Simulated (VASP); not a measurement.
Set up this calculation in VASP 6.6.1, as the native input.

| Property | Result |
| --- | --- |
| Task | single point |
| Functional | PBE |
| Potentials or basis | VASP PAW PBE potentials, release 64 (Mg) |
| Cutoff | 520 eV |
| k mesh | 20 × 20 × 20 |
| Occupations | gaussian, width 0.15 eV |
| Spin | no spin polarisation |
| Dipole correction | no |
| Further INCAR settings | ALGO = Normal; EDIFF = 1e-07; NBANDS = 7 |

The structure of Mg lies in POSCAR:

```
Mg
1.0
   -1.7727644967      1.7727644967      1.7727644967
    1.7727644967     -1.7727644967      1.7727644967
    1.7727644967      1.7727644967     -1.7727644967
Mg
1
Direct
    0.0000000000      0.0000000000      0.0000000000
```

This isn't the form of Mg at room conditions, which is hcp.

The input as run:

INCAR

```
ALGO     = Normal         # electronic algorithm
EDIFF    = 1E-7           # SCF threshold, eV
ENCUT    = 520            # plane-wave cutoff, eV
GGA      = PE             # functional
ISIF     = 2              # what is computed and relaxed
ISMEAR   = 0              # smearing method
LASPH    = True           # aspherical terms in the spheres
LCHARG   = True           # write CHGCAR
LELF     = True           # ELF
LREAL    = False          # projectors in reciprocal space
LVHAR    = True         
LWAVE    = False          # write WAVECAR
NBANDS   = 7              # bands
NELM     = 100            # most SCF steps
PREC     = Accurate       # precision mode
SIGMA    = 0.15           # smearing width, eV
```

KPOINTS

```
k-points
0
Gamma
  20 20 20
```

Potentials or basis: VASP PAW PBE potentials, release 64 (Mg).

The run is started by

```sh
$ cat potpaw_PBE.64/Mg/POTCAR > POTCAR
$ mpirun -np 1 vasp_std > vasp.out
```

It gave:

* Pressure: 0.9 GPa
* Band gap on the k mesh: none (metal or under the smearing width)

Run time: 10 s on 1 thread of Intel(R) Xeon(R) 6975P-C (Granite Rapids), on a shared host, peak memory 0.16 GiB.
